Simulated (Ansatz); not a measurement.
AgI (P6_3mc) from a database of computed structures at its r2SCAN+rVV10 geometry, run in the plane-wave code Ansatz at 4 levels of theory. No magnetic order and no zero-point or thermal motion.

The PBE+SOC input:
```yaml
crystal:
  lattice:
    - [4.4410609423, 0.0, 0.0]
    - [-2.2205304711, 3.8460715958, 0.0]
    - [0.0, 0.0, 14.8805643239]
  atoms:
    - { symbol: Ag, position: [0.0, 0.0, 0.3237121402] }
    - { symbol: Ag, position: [0.6666666667, 0.3333333333, 0.4263931477] }
    - { symbol: Ag, position: [0.3333333333, 0.6666666667, 0.9263931477] }
    - { symbol: Ag, position: [0.0, 0.0, 0.8237121402] }
    - { symbol: I, position: [0.0, 0.0, 0.0160088608] }
    - { symbol: I, position: [0.6666666667, 0.3333333333, 0.2338858515] }
    - { symbol: I, position: [0.3333333333, 0.6666666667, 0.7338858515] }
    - { symbol: I, position: [0.0, 0.0, 0.5160088608] }
kpoints:
  mp_grid: { grid: [6, 6, 2] }
  band_path:
    path:
      - [0.0, 0.0, 0.0]
      - [0.5, 0.0, 0.0]
      - [0.3333333333, 0.3333333333, 0.0]
      - [0.0, 0.0, 0.5]
      - [0.5, 0.0, 0.5]
      - [0.3333333333, 0.3333333333, 0.5]
    npoints: 1
hamiltonian:
  xc: pbe
scf:
  occupations: { method: fixed }
  n_extra_bands: 12
magnetization:
  noncollinear: true
  spin_orbit: true
output:
  forces: true
  stress: true
  eigenvalues: true
  write_density: true
  write_potential: true
  elf: true
  volumetric_format: npy
```

Main results, then, where recorded, the levels near the gap in eV from the Fermi energy (columns number the bands from 0), one row a point of the path (Γ, M, K, A, L, H):
```
Crystal: 8 atoms, lattice volume = 254.170 Å³
Symmetry: 12 space group operations + 12 with time reversal
Magnetic group: BNS 186.204 (UNI 1434)
```
```
Basis set: ecut = 420 eV, 4987 PW (Γ)
k-points: 14 of 72
SCF 1 converged in 11 iterations: F = -60437.336453 eV  dr2 = 6.16e-8
Free energy (F): -60437.336453 eV
Fermi energy:    7.790049 eV
--- Forces (eV/Å), atoms counted from 1 ---
  atom   1  Ag      0.00000      0.00000    -0.06071
  atom   2  Ag      0.00000      0.00000      0.06283
  atom   3  Ag      0.00000      0.00000      0.06283
  atom   4  Ag      0.00000      0.00000    -0.06071
  atom   5  I       0.00000      0.00000      0.07294
  atom   6  I       0.00000      0.00000    -0.07507
  atom   7  I       0.00000      0.00000    -0.07507
  atom   8  I       0.00000      0.00000      0.07294
--- Stress (GPa, compression-positive) ---
        1.818589       0.000000       0.000000
        0.000000       1.818589       0.000000
        0.000000       0.000000       1.754981
  P = ⅓ Tr σ = 1.7974 GPa (17.974 kbar)
```

With PBE+SOC the gap is 1.21 eV and direct, at Γ.

HSE06. Against the first input these blocks differ (the band path and keys that only write files left aside):
```yaml
hamiltonian:
  xc: hse06
scf:
  occupations: { method: fixed }
  n_extra_bands: 6
```
(magnetization left out)

```
Basis set: ecut = 420 eV, 4987 PW (Γ)
k-points: 14 of 72
SCF 1 stopped early in 3 iterations: F = -60415.768262 eV  dr2 = 8.86e-5
Exchange kernel: α = 0.2500, screened, ω = 0.2079 Å⁻¹, Wigner–Seitz truncation, v(0) = 1046.9031 eV·Å³, q-mesh 6×6×2
SCF 2 stopped early in 7 iterations: F = -60448.290793 eV  dr2 = 5.05e-6
hybrid outer 1: dexx = +4.102e-2 eV, tail = 1.37e-4 eV
SCF 3 converged in 5 iterations: F = -60448.290777 eV  dr2 = 1.68e-9
hybrid outer 2: dexx = +2.045e-6 eV, tail = 8.79e-8 eV, Δε = 3.04e-3 eV, ΔF = 1.53e-2 eV/Å
SCF 4 converged in 2 iterations: F = -60448.290777 eV  dr2 = 5.38e-10
hybrid outer 3: dexx = +2.371e-9 eV, tail = 1.26e-9 eV, Δε = 2.26e-4 eV, ΔF = 3.64e-4 eV/Å
Free energy (F): -60448.290777 eV
Fermi energy:    6.785530 eV
--- Forces (eV/Å), atoms counted from 1 ---
  atom   1  Ag      0.00000      0.00000    -0.14223
  atom   2  Ag      0.00000      0.00000      0.14345
  atom   3  Ag      0.00000      0.00000      0.14345
  atom   4  Ag      0.00000      0.00000    -0.14223
  atom   5  I       0.00000      0.00000    -0.10065
  atom   6  I       0.00000      0.00000      0.09943
  atom   7  I       0.00000      0.00000      0.09943
  atom   8  I       0.00000      0.00000    -0.10065
--- Stress (GPa, compression-positive) ---
        1.651983       0.000000       0.000000
        0.000000       1.651983       0.000000
        0.000000       0.000000       1.003859
  P = ⅓ Tr σ = 1.4359 GPa (14.359 kbar)
```
```tsv
band_68	band_69	band_70	band_71	band_72	band_73	band_74
-0.238	-0.163	0.000	0.000	2.526	3.989	4.450
-1.198	-1.013	-0.620	-0.227	3.740	4.015	5.065
-1.477	-1.108	-0.892	-0.892	4.655	5.006	5.006
-0.088	-0.088	-0.088	-0.088	3.196	3.196	4.603
-1.216	-1.216	-0.402	-0.402	4.167	4.167	4.683
-1.409	-1.409	-0.799	-0.799	4.631	4.631	5.076
```

The HSE06 gap is direct at Γ: 2.53 eV. With the atoms held, the mean pressure is +1.4 GPa (compression positive). (The program warns that its thresholds are loose for a hybrid's stress.)

DDH-PBE0. Against the first input these blocks differ (the band path and keys that only write files left aside):
```yaml
crystal:
  # lattice and atoms as above
  host: atoms
hamiltonian:
  xc:
    exchange: pbe
    correlation: pbe
    exx: { coeff: inverse_dielectric }
scf:
  occupations: { method: fixed }
  n_extra_bands: 6
```
(magnetization left out)

```
ε∞ on k-mesh 6×6×4 of a primitive cell: xx 5.3741, yy 5.3741, zz 5.4641; 3/Tr ε∞, of that cell with its empty space = 0.18504432075350197
Basis set: ecut = 420 eV, 4987 PW (Γ)
k-points: 14 of 72
SCF 1 stopped early in 3 iterations: F = -60415.768316 eV  dr2 = 1.09e-4
Exchange kernel: α = 0.1850, full range, Wigner–Seitz truncation, v(0) = 23832.1400 eV·Å³, q-mesh 6×6×2
SCF 2 stopped early in 7 iterations: F = -60435.349955 eV  dr2 = 1.60e-6
hybrid outer 1: dexx = +2.477e-2 eV, tail = 5.68e-5 eV
SCF 3 converged in 4 iterations: F = -60435.350073 eV  dr2 = 1.68e-9
hybrid outer 2: dexx = +8.898e-7 eV, tail = 2.88e-8 eV, Δε = 1.92e-3 eV, ΔF = 9.65e-3 eV/Å
SCF 4 converged in 2 iterations: F = -60435.350074 eV  dr2 = 2.13e-10
hybrid outer 3: dexx = +9.421e-10 eV, tail = 6.24e-10 eV, Δε = 6.71e-5 eV, ΔF = 2.92e-4 eV/Å
Free energy (F): -60435.350074 eV
Fermi energy:    6.706565 eV
--- Forces (eV/Å), atoms counted from 1 ---
  atom   1  Ag      0.00000      0.00000    -0.12150
  atom   2  Ag      0.00000      0.00000      0.12260
  atom   3  Ag      0.00000      0.00000      0.12260
  atom   4  Ag      0.00000      0.00000    -0.12150
  atom   5  I       0.00000      0.00000    -0.06523
  atom   6  I       0.00000      0.00000      0.06413
  atom   7  I       0.00000      0.00000      0.06413
  atom   8  I       0.00000      0.00000    -0.06523
--- Stress (GPa, compression-positive) ---
        1.635169       0.000000       0.000000
        0.000000       1.635169       0.000000
        0.000000       0.000000       1.122649
  P = ⅓ Tr σ = 1.4643 GPa (14.643 kbar)
```
```tsv
band_68	band_69	band_70	band_71	band_72	band_73	band_74
-0.239	-0.170	0.000	0.000	2.739	4.227	4.650
-1.192	-1.016	-0.606	-0.215	3.965	4.257	5.308
-1.463	-1.098	-0.869	-0.869	4.879	5.232	5.232
-0.088	-0.088	-0.088	-0.088	3.423	3.423	4.814
-1.218	-1.218	-0.390	-0.390	4.393	4.393	4.937
-1.399	-1.399	-0.776	-0.776	4.872	4.872	5.300
```

With DDH-PBE0 the gap is 2.74 eV and direct, at Γ. With the atoms held, the mean pressure is +1.5 GPa (compression positive). The stress of a hybrid is loosely converged here.

Problem. Another run on the same cell gave
```
Basis set: ecut = 420 eV, 4987 PW (Γ)
k-points: 14 of 72
SCF 1 stopped early in 3 iterations: F = -60415.768147 eV  dr2 = 8.73e-5
SCF 2 stopped early in 6 iterations: F = -60442.308993 eV  dr2 = 1.39e-5
hybrid outer 1: dexx = +5.903e-2 eV, tail = 2.00e-4 eV
SCF 3 converged in 6 iterations: F = -60442.309299 eV  dr2 = 1.25e-9
hybrid outer 2: dexx = +5.705e-6 eV, tail = 1.68e-7 eV, Δε = 3.84e-3 eV, ΔF = 1.94e-2 eV/Å
SCF 4 converged in 2 iterations: F = -60442.309301 eV  dr2 = 9.62e-10
hybrid outer 3: dexx = +4.676e-9 eV, tail = 2.19e-9 eV, Δε = 2.64e-4 eV, ΔF = 5.51e-4 eV/Å
Free energy (F): -60442.309301 eV
Fermi energy:    6.429929 eV
--- Forces (eV/Å), atoms counted from 1 ---
  atom   1  Ag      0.00000      0.00000    -0.14015
  atom   2  Ag      0.00000      0.00000      0.14076
  atom   3  Ag      0.00000      0.00000      0.14076
  atom   4  Ag      0.00000      0.00000    -0.14015
  atom   5  I       0.00000      0.00000    -0.10030
  atom   6  I       0.00000      0.00000      0.09969
  atom   7  I       0.00000      0.00000      0.09969
  atom   8  I       0.00000      0.00000    -0.10030
--- Stress (GPa, compression-positive) ---
        1.585394       0.000000       0.000000
        0.000000       1.585394       0.000000
        0.000000       0.000000       0.955657
  P = ⅓ Tr σ = 1.3755 GPa (13.755 kbar)
```
```tsv
band_68	band_69	band_70	band_71	band_72	band_73	band_74
-0.245	-0.157	0.000	0.000	3.191	4.700	5.137
-1.218	-1.028	-0.638	-0.234	4.433	4.708	5.777
-1.503	-1.121	-0.919	-0.919	5.366	5.724	5.724
-0.091	-0.091	-0.091	-0.091	3.879	3.879	5.296
-1.238	-1.238	-0.413	-0.413	4.872	4.872	5.381
-1.432	-1.432	-0.820	-0.820	5.326	5.326	5.797
```
Which level of theory gave it?

Solution. It is PBE0, judged by the exchange loop and the size of the gap (a near hybrid could fit too), on 6×6×2; the blocks that differ from the first input, but for the band path:
```yaml
hamiltonian:
  xc: pbe0
scf:
  occupations: { method: fixed }
  n_extra_bands: 6
```
(magnetization left out)
With PBE0 the gap is 3.19 eV and direct, at Γ. The mean pressure at these positions is +1.4 GPa, compression counted positive. The stress of a hybrid is loosely converged here.

Totals of different functionals, or with and without spin-orbit coupling, can't be compared.

Only the levels marked +SOC include spin-orbit coupling.

The meshes of the hybrids are coarse, so their gaps aren't converged to the digits shown.
